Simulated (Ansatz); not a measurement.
## ZnSe (F-43m): the host for defect calculations

Before any defect goes in: ZnSe (F-43m) at rest, and how it screens a charge.

Main program and level: Ansatz 0.2.0; plane-wave PAW DFT, r2SCAN; relaxation of the host's cell and atoms; PAW set soft_1, in the first sound run; inputs show where later runs differ.

**1. The starting structure**

Symmetry: F-43m, No. 216, cubic system. Conventional cell: a = 5.665 Å, b = 5.665 Å, c = 5.665 Å, α = 90.00°, β = 90.00°, γ = 90.00°. Nearest to Zn lie 4 Se at 2.45 Å. Nearest to Se lie 4 Zn at 2.45 Å. Farther neighbours and most contacts between anions are not listed.

**2. Host cell relaxation**

Cell and atoms are relaxed together, until forces and stress fall under their thresholds.

cell/input.yaml reads:

```yaml
crystal:
  lattice:
    - [0.0, 2.8324425, 2.8324425]
    - [2.8324425, 0.0, 2.8324425]
    - [2.8324425, 2.8324425, 0.0]
  atoms:
    - { symbol: Zn, position: [0.0, 0.0, 0.0] }
    - { symbol: Se, position: [0.25, 0.25, 0.25] }
basis:
  ecutwfc: 500
  xc_grid: 2
hamiltonian:
  xc: r2scan
  pseudopotentials: { kind: paw, azcp: { folder: soft_1 } }
kpoints:
  mp_grid: { grid: [9, 9, 9] }
scf:
  occupations: { method: fixed }
  max_iter: 100
relax:
  f_tol: 0.005
  max_steps: 60
  cell: {}
output:
  forces: true
  stress: true
checkpoint:
  write: "../cell.run"
  compress: false
  write_wavefunctions: false
  write_every: 100000
```

Command:

```console
> ansatz run input.yaml --threads 32 --pin off --max-ram 56524MiB --backend cuda --events-out ev --progress --plain --runs-dir out --max-vram 78GiB
```

Numbers of over 12 decimals in the logs are rounded to 6 here.

Log:

```text
Engine: ansatz 0.2.0, aarch64-unknown-linux-gnu
[...]
Pseudopotential: Zn, paw, valence charge 12, recommended cutoff 500 eV (meta_gga), soft_1/Zn.paw.azcp
Pseudopotential: Se, paw, valence charge 16, recommended cutoff 500 eV (meta_gga), soft_1/Se.paw.azcp
Functional definition: r2SCAN
[...]
Crystal: 2 atoms, lattice volume = 45.448 Å³
Basis set: ecut = 500 eV, 1139 PW (Γ), exchange–correlation on 60×60×60 points (8 copies of the dense FFT grid, shifted against one another)
Bands: 18, of which v1, the nominal top of the filled ones, is band 14 counted from 1 (13 counted from 0)
[...]
Space group: F-43m (ITA 216), of the structure as read, at distance tolerance 3.6e-5 Å
k-points: 35 of 729 (time reversal used)
[...]
Functional: x = r2scan, c = r2scan; τ floored in thin density (d = 2e-4 eV/Å³)
[...]
SCF 2 converged in 5 iterations: F = -8805.515708 eV  dr2 = 1.18e-11
relax step   2: F+E_penalty+E_count = -8805.51570785 eV  Δ(F+E_penalty+E_count) = -1.277e-8 eV  max|allowed force component| = 9.772e-17 eV/Å  Δτ_max = 0.0000 Å  P = +0.038 GPa  Ω = 45.448 Å³  stress  [...]
basis re-selected at this cell: Δ(F+E_penalty+E_count) = -1.277e-8 eV, ΔP = +0.000 GPa vs the last step (what re-selecting the basis moved, of the pressure what is left beyond the Pulay correction tha [...]
SCF converged after 5 iterations
Free energy (F): -8805.515708 eV
[...]
Fermi energy:    6.245166 eV
--- Per-component energies (eV) ---
[...]
--- Forces (eV/Å), atoms counted from 1 ---
[...]
--- Stress (GPa, compression-positive) ---
        0.038405       0.000000      -0.000000
        0.000000       0.038405       0.000000
       -0.000000       0.000000       0.038405
  P = ⅓ Tr σ = 0.0384 GPa (0.384 kbar)
--- Band table (eV; the first three rows and the last of 35) ---
[...]
--- Relaxed structure (1 steps of the walk, 1 accepted, 1 SCFs on fresh bases) ---
[...]
```

The job ended after 1.7 s (1 × NVIDIA GB200 with 32 threads of Arm Neoverse V2, shared host; peak memory 1 GiB).

Little changed from the start: no atom moved by 0.005 Å and no cell edge by 0.1 %.

This step gave:

```yaml
pressure: 0.03840 GPa
```

**3. Dielectric tensors of the host**

The response to a uniform electric field gives the electronic dielectric tensor.

This step: plane-wave PAW DFPT, PBEsol; dielectric tensors, Born charges and zone-centre modes of the host; PAW set soft_1 (Ansatz 0.2.0).

eps/input.yaml reads:

```yaml
crystal:
  lattice:
    - [0.0, 2.8324425, 2.8324425]
    - [2.8324425, 0.0, 2.8324425]
    - [2.8324425, 2.8324425, 0.0]
  atoms:
    - { symbol: Zn, position: [0.0, 0.0, 0.0] }
    - { symbol: Se, position: [0.25, 0.25, 0.25] }
basis:
  ecutwfc: 420
hamiltonian:
  xc: pbesol
  pseudopotentials: { kind: paw, azcp: { folder: soft_1 }, xc_functional: pbe }
kpoints:
  mp_grid: { grid: [7, 7, 7] }
scf:
  occupations: { method: fixed }
  max_iter: 100
phonons:
  method: dfpt
  dielectric: true
  rigid_motions: translations
```

Log:

```text
[...]
Crystal: 2 atoms, lattice volume = 45.448 Å³
Basis set: ecut = 420 eV, 893 PW (Γ), exchange–correlation on 54×54×54 points (8 copies of the dense FFT grid, shifted against one another)
Bands: 18, of which v1, the nominal top of the filled ones, is band 14 counted from 1 (13 counted from 0)
[...]
k-points: 64 of 343 (irreducible under 4 space group operations, time reversal used)
[...]
SCF iter   1: F=—  HF=-8706.805641 eV  |F-HF|=—  |Δ(HF+E_count)|=         —  Δρ=5.98e-2  dr2=1.03e0  ethr=3.10e-3  ⟨swp⟩=4.3  Hψ=5559  notcnv=0  defer=108
[...]
k-points: 110
[...]
SCF iter   4: F=—  HF=-8706.460887 eV  |F-HF|=—  |Δ(HF+E_count)|=   1.23e-6  Δρ=2.95e-5  dr2=2.04e-7  ethr=7.10e-9
SCF iter   5: F=-8706.460887 eV  HF=-8706.460887 eV  |F-HF|=9.28e-11  |Δ(HF+E_count)|=   4.41e-8  Δρ=3.73e-6  dr2=2.87e-9  ethr=7.29e-10
SCF 1 converged in 5 iterations: F = -8706.460887 eV  dr2 = 2.87e-9
[...]
WARN: field response: ε∞ stands inside a basis, on 10×10×10 points; the force constants stand on the 7×7×7 k-mesh, whose period is 10.20 times the interband length at k = (0.0000, 0.0000, 0.0000), dir [...]
SCF converged after 10 iterations
Free energy (F): -8706.460066 eV
[...]
Fermi energy:    6.430510 eV
[...]
--- Band table (eV; the first three rows and the last of 64) ---
[...]
--- Phonons (Γ-DFPT): 2 representative perturbations + reference, on 64 of 343 k-points (Σ response iterations 11) ---
  k mesh reduced under 4 symmetry operations, with k and −k counted as one. Each operation leaves every solved perturbation unchanged. A smaller set is not considered because the run solves the response to a homogeneous field
  ASR residual: 1.175e-4 → 0.000e0 eV/Å²; symmetrization residual: 7.157e-6 eV/Å²
  ASR residual per site (eV/Å²): 5.00e-5 1.18e-4
  Γ frequencies (cm⁻¹): 0.00 0.00 0.00 202.85 202.85 202.85
  ε∞ (high-frequency dielectric tensor):
        7.476565    -0.000000    -0.000000
       -0.000000     7.476565     0.000000
       -0.000000     0.000000     7.476565
  ε⁰ (static dielectric tensor: ions relaxed, cell fixed):
       10.538462    -0.000000     0.000000
       -0.000000    10.538462     0.000000
        0.000000     0.000000    10.538462
  ε⁰ − ε∞ (ionic part):
        3.061897    -0.000000     0.000000
       -0.000000     3.061897     0.000000
        0.000000     0.000000     3.061897
  softest optical mode at Γ: 202.85 cm⁻¹; the repairs (sum rule, projections) moved no ω² at Γ by more than (0.76 cm⁻¹)²
  Born effective charges Z* (e; rows j = field, columns β = displacement):
    site 0:
         2.04020    0.00000    0.00000
        -0.00000    2.04020   -0.00000
         0.00000    0.00000    2.04020
    site 1:
        -2.04020   -0.00000   -0.00000
         0.00000   -2.04020    0.00000
        -0.00000   -0.00000   -2.04020
  Z* charge neutrality: 4.742e-4 e pre-enforcement
  solved inside a basis spanned on kpoints, on 10×10×10 k-points transformed towards the longest dipole: ε∞ is read to err by 2.0e-2, Z* by 1.7e-2 e (field_mesh: kpoints solves on kpoints); Z* is corrected for what the basis lacks
  optical modes at Γ without the LO–TO term, one row a degenerate level:
      ω (cm⁻¹)  modes    IR ((D/Å)²/amu)
        202.85      3             8.0545
  optical modes at Γ + LO–TO along q̂ = [1.0000, 0.0000, 0.0000]:
      ω (cm⁻¹)  modes    IR ((D/Å)²/amu)
        202.85      2             5.3696
        240.84      1             2.6848
  optical modes at Γ + LO–TO along q̂ = [0.0000, 1.0000, 0.0000]:
      ω (cm⁻¹)  modes    IR ((D/Å)²/amu)
        202.85      2             5.3696
        240.84      1             2.6848
  optical modes at Γ + LO–TO along q̂ = [0.0000, 0.0000, 1.0000]:
      ω (cm⁻¹)  modes    IR ((D/Å)²/amu)
        202.85      2             5.3696
        240.84      1             2.6848
[...]
```

The job ended after 7.1 s (1 × NVIDIA GB200 with 32 threads; peak memory 1.6 GiB).

Electronic dielectric tensor:

```
7.48 0.00 0.00
0.00 7.48 0.00
0.00 0.00 7.48
```

Static dielectric tensor:

```
10.54  0.00  0.00
 0.00 10.54  0.00
 0.00  0.00 10.54
```

The electronic dielectric tensor is isotropic, 7.48. The static dielectric tensor is isotropic, 10.54.

**4. Primitive cell on a dense mesh**

A dense mesh gives the host's converged energy, against which the supercell's sampling is tested.

This step: plane-wave PAW DFT, r2SCAN; single point of the host's primitive cell on a dense mesh; PAW set soft_1 (Ansatz 0.2.0).

dense/input.yaml reads:

```yaml
crystal:
  lattice:
    - [0.0, 2.8324425, 2.8324425]
    - [2.8324425, 0.0, 2.8324425]
    - [2.8324425, 2.8324425, 0.0]
  atoms:
    - { symbol: Zn, position: [0.0, 0.0, 0.0] }
    - { symbol: Se, position: [0.25, 0.25, 0.25] }
basis:
  ecutwfc: 500
  xc_grid: 2
hamiltonian:
  xc: r2scan
  pseudopotentials: { kind: paw, azcp: { folder: soft_1 } }
kpoints:
  mp_grid: { grid: [9, 9, 9] }
scf:
  occupations: { method: fermi_dirac, width: 0.01 }
  max_iter: 80
```

Log:

```text
[...]
Crystal: 2 atoms, lattice volume = 45.448 Å³
Basis set: ecut = 500 eV, 1139 PW (Γ), exchange–correlation on 60×60×60 points (8 copies of the dense FFT grid, shifted against one another)
Bands: 18, of which v1, the nominal top of the filled ones, is band 14 counted from 1 (13 counted from 0)
[...]
k-points: 35 of 729 (time reversal used)
[...]
SCF iter   2: F=—  HF=-8805.594438 eV  |F-HF|=—  |Δ(HF+E_count)|=   2.46e-1  Δρ=2.33e-2  dr2=1.70e-1  dr2_τ=2.81e-3  ethr=3.10e-3  ⟨swp⟩=3.0  Hψ=1453  notcnv=0
[...]
SCF iter   7: F=—  HF=-8805.515708 eV  |F-HF|=—  |Δ(HF+E_count)|=   3.08e-6  Δρ=3.69e-5  dr2=4.46e-7  dr2_τ=1.78e-9  ethr=1.25e-8  ⟨swp⟩=2.0  Hψ=1120  notcnv=0
SCF iter   8: F=-8805.515708 eV  HF=-8805.515708 eV  |F-HF|=2.39e-8  |Δ(HF+E_count)|=   1.41e-7  Δρ=1.18e-5  dr2=3.06e-8  dr2_τ=8.36e-11  ethr=3.57e-10  ⟨swp⟩=3.0  Hψ=1750  notcnv=0
SCF 1 converged in 8 iterations: F = -8805.515708 eV  dr2 = 3.06e-8
[...]
SCF converged after 8 iterations
Free energy (F): -8805.515708 eV
[...]
Fermi energy:    7.183259 eV
[...]
```

It took 1.1 s on 1 × NVIDIA GB200 with 32 threads; peak memory 1 GiB.

In the SCF lines HF is the Harris–Foulkes energy and dr2 the Hartree energy of the density residual, in eV; the loop may stop once dr2 is under the threshold and the program's other checks hold. Hψ counts applications of the Hamiltonian.

**5. Self-consistent run**

This step: plane-wave PAW DFT, r2SCAN; single point of the defect-free supercell, a test of its k-points; PAW set soft_1 (Ansatz 0.2.0).

System of this step: ZnSe (F-43m). The cell holds 54 atoms: 27 Zn and 27 Se. Cell: a = 12.017 Å, b = 12.017 Å, c = 12.017 Å, α = 60.0°, β = 60.0°, γ = 60.0°.

pristine.sampling/input.yaml reads:

```yaml
crystal:
  lattice:
    - [0.0, 8.4973275, 8.4973275]
    - [8.4973275, 0.0, 8.4973275]
    - [8.4973275, 8.4973275, 0.0]
  atoms:
    - { symbol: Zn, position: [0.0, 0.0, 0.0] }
    - { symbol: Se, position: [0.0833333333, 0.0833333333, 0.0833333333] }
    - { symbol: Zn, position: [0.0, 0.0, 0.3333333333] }
    - { symbol: Se, position: [0.0833333333, 0.0833333333, 0.4166666667] }
    - { symbol: Zn, position: [0.0, 0.0, 0.6666666667] }
    - { symbol: Se, position: [0.0833333333, 0.0833333333, 0.75] }
    - { symbol: Zn, position: [0.0, 0.3333333333, 0.0] }
    - { symbol: Se, position: [0.0833333333, 0.4166666667, 0.0833333333] }
    - { symbol: Zn, position: [0.0, 0.3333333333, 0.3333333333] }
    - { symbol: Se, position: [0.0833333333, 0.4166666667, 0.4166666667] }
    - { symbol: Zn, position: [0.0, 0.3333333333, 0.6666666667] }
    - { symbol: Se, position: [0.0833333333, 0.4166666667, 0.75] }
    - { symbol: Zn, position: [0.0, 0.6666666667, 0.0] }
    - { symbol: Se, position: [0.0833333333, 0.75, 0.0833333333] }
    - { symbol: Zn, position: [0.0, 0.6666666667, 0.3333333333] }
    - { symbol: Se, position: [0.0833333333, 0.75, 0.4166666667] }
    - { symbol: Zn, position: [0.0, 0.6666666667, 0.6666666667] }
    - { symbol: Se, position: [0.0833333333, 0.75, 0.75] }
    - { symbol: Zn, position: [0.3333333333, 0.0, 0.0] }
    - { symbol: Se, position: [0.4166666667, 0.0833333333, 0.0833333333] }
    - { symbol: Zn, position: [0.3333333333, 0.0, 0.3333333333] }
    - { symbol: Se, position: [0.4166666667, 0.0833333333, 0.4166666667] }
    - { symbol: Zn, position: [0.3333333333, 0.0, 0.6666666667] }
    - { symbol: Se, position: [0.4166666667, 0.0833333333, 0.75] }
    - { symbol: Zn, position: [0.3333333333, 0.3333333333, 0.0] }
    - { symbol: Se, position: [0.4166666667, 0.4166666667, 0.0833333333] }
    - { symbol: Zn, position: [0.3333333333, 0.3333333333, 0.3333333333] }
    - { symbol: Se, position: [0.4166666667, 0.4166666667, 0.4166666667] }
    - { symbol: Zn, position: [0.3333333333, 0.3333333333, 0.6666666667] }
    - { symbol: Se, position: [0.4166666667, 0.4166666667, 0.75] }
    - { symbol: Zn, position: [0.3333333333, 0.6666666667, 0.0] }
    - { symbol: Se, position: [0.4166666667, 0.75, 0.0833333333] }
    - { symbol: Zn, position: [0.3333333333, 0.6666666667, 0.3333333333] }
    - { symbol: Se, position: [0.4166666667, 0.75, 0.4166666667] }
    - { symbol: Zn, position: [0.3333333333, 0.6666666667, 0.6666666667] }
    - { symbol: Se, position: [0.4166666667, 0.75, 0.75] }
    - { symbol: Zn, position: [0.6666666667, 0.0, 0.0] }
    - { symbol: Se, position: [0.75, 0.0833333333, 0.0833333333] }
    - { symbol: Zn, position: [0.6666666667, 0.0, 0.3333333333] }
    - { symbol: Se, position: [0.75, 0.0833333333, 0.4166666667] }
    - { symbol: Zn, position: [0.6666666667, 0.0, 0.6666666667] }
    - { symbol: Se, position: [0.75, 0.0833333333, 0.75] }
    - { symbol: Zn, position: [0.6666666667, 0.3333333333, 0.0] }
    - { symbol: Se, position: [0.75, 0.4166666667, 0.0833333333] }
    - { symbol: Zn, position: [0.6666666667, 0.3333333333, 0.3333333333] }
    - { symbol: Se, position: [0.75, 0.4166666667, 0.4166666667] }
    - { symbol: Zn, position: [0.6666666667, 0.3333333333, 0.6666666667] }
    - { symbol: Se, position: [0.75, 0.4166666667, 0.75] }
    - { symbol: Zn, position: [0.6666666667, 0.6666666667, 0.0] }
    - { symbol: Se, position: [0.75, 0.75, 0.0833333333] }
    - { symbol: Zn, position: [0.6666666667, 0.6666666667, 0.3333333333] }
    - { symbol: Se, position: [0.75, 0.75, 0.4166666667] }
    - { symbol: Zn, position: [0.6666666667, 0.6666666667, 0.6666666667] }
    - { symbol: Se, position: [0.75, 0.75, 0.75] }
basis:
  ecutwfc: 500
  xc_grid: 2
hamiltonian:
  xc: r2scan
  pseudopotentials: { kind: paw, azcp: { folder: soft_1 } }
kpoints:
  mp_grid: { grid: [1, 1, 1], shift: [0.25, 0.25, 0.25] }
scf:
  occupations: { method: fermi_dirac, width: 0.01 }
  max_iter: 80
```

Log:

```text
[...]
Crystal: 54 atoms, lattice volume = 1227.092 Å³
Basis set: ecut = 500 eV, 30923 PW (Γ), exchange–correlation on 180×180×180 points (8 copies of the dense FFT grid, shifted against one another)
Bands: 432, of which v1, the nominal top of the filled ones, is band 378 counted from 1 (377 counted from 0)
[...]
k-points: 1
[...]
SCF iter   2: F=—  HF=-237746.460348 eV  |F-HF|=—  |Δ(HF+E_count)|=    7.68e0  Δρ=1.97e-2  dr2=3.22e0  dr2_τ=6.29e-2  ethr=3.10e-3  ⟨swp⟩=3.0  Hψ=734  notcnv=0  defer=45
[...]
SCF iter   8: F=—  HF=-237745.694934 eV  |F-HF|=—  |Δ(HF+E_count)|=   3.96e-4  Δρ=6.04e-5  dr2=2.14e-5  dr2_τ=1.54e-7  ethr=1.68e-8  ⟨swp⟩=2.0  Hψ=765  notcnv=0  defer=45
SCF iter   9: F=-237745.694955 eV  HF=-237745.694955 eV  |F-HF|=1.75e-7  |Δ(HF+E_count)|=   2.14e-5  Δρ=6.23e-6  dr2=4.59e-7  dr2_τ=7.70e-9  ethr=1.32e-10  ⟨swp⟩=2.0  Hψ=1382  notcnv=0
SCF 1 converged in 9 iterations: F = -237745.694955 eV  dr2 = 4.59e-7
[...]
SCF converged after 9 iterations
Free energy (F): -237745.694955 eV
[...]
Fermi energy:    7.448367 eV
[...]
```

It took 1.8 s on 1 × NVIDIA GB200 with 32 threads; peak memory 1.5 GiB.

This step gave:

* energy over dense mesh: 0.05980 eV/atom

**6. Summary of results**

```json
{"primitive cell vectors, lengths": "4.006, 4.006, 4.006 Å", "electronic dielectric constant": "7.48", "static dielectric constant": "10.54", "gap on the k-mesh of the response run (PBEsol)": "1.17 eV", "energy an atom at one point at (¼, ¼, ¼) less that on the dense mesh": "0.060 eV"}
```

What this shows: The k-mesh can miss the band edges, so this gap is an upper bound at this level. All at zero temperature.

[Logs are printed without paths, hosts, clocks, repeated set-up lines and the standing remarks that a program may print on its own settings, such as how far it seeks lower states.]

[Hosts, paths, dates, database ids (printed as entryN), source tags and the programs' standing remarks are cut or masked in the printed files.]

[Runs of the host that timed out are not shown.]

[For some hosts the program warned that the k-mesh of the response run may be too coarse for force constants and the static dielectric constant; such warnings are not always shown.]
